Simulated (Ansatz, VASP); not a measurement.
Two plane-wave programs on Rh

```xyz
3
Lattice="4.3406 0.0000 0.0000 -2.1703 3.7590 0.0000 0.0000 0.0000 2.6577" Properties=species:S:1:pos:R:3 pbc="T T T"
Rh    0.0000    0.0000    0.0000
Rh    0.0000    2.5060    1.3288
Rh    2.1703    1.2530    1.3288
```

Change from the starting cell: volume scaled by 1, norm-conserving files.

Alike in both runs: task single point; functional PBE; k mesh 8 × 8 × 11; occupations fermi-dirac, width 0.08 eV; no spin polarisation.

```csv
,VASP,Ansatz
version,VASP 6.6.1,Ansatz 0.2.0
potentials or method,"VASP PAW PBE potentials, release 64 (Rh_pv)","norm-conserving pseudopotentials, scalar-relativistic"
plane-wave cutoff (eV),520,1197
valence electrons in the cell,45,51
```

|  | VASP | Ansatz | Ansatz less VASP |
| --- | --- | --- | --- |
| pressure (GPa) | 0.0 | 0.0 | -0.02 |

The two sets of potentials don't hold the same shells in valence.
